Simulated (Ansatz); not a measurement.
# TiO2: strain energy, fitted

TiO2, I4_1/amd, a = 3.818 Å, c = 9.775 Å. The compound has several low-lying forms, and this is one of them. Ansatz: PBE+U, PAW, 420 eV, Γ-centred 6×6×4 mesh on 12 atoms, Gaussian smearing 0.02 eV; U_eff Ti 4.00 eV; no spin polarisation. Series: uniaxial strain along a, with b, c and atoms relaxed; x is the strain in per cent. y is the free energy over the unstrained cell, V0 = 11.874 Å³/atom.

```tsv
x (%)	y (meV/atom)
-3.0	?
-1.5	1.95
0.0	0.00
1.5	1.88
3.0	7.36
```

Fit y = c2 x² + c3 x³ to the other rows, turn c2 into a modulus, and predict the missing energy.

Least squares on the rows shown. y = 0.8507 x² − 0.01095 x³. In eV per unit strain² c2 is 8.507; this is Young's modulus along the axis (E = ½ Y V0 ε²): 2 × 8.507 × 160.2 / (11.874) = 230 GPa. At x = -3.0 the fit asked for gives 7.95 meV/atom. The run gave 7.95 meV/atom, the same to the digits shown. The form still works here, 33 % of the fitted range beyond its end.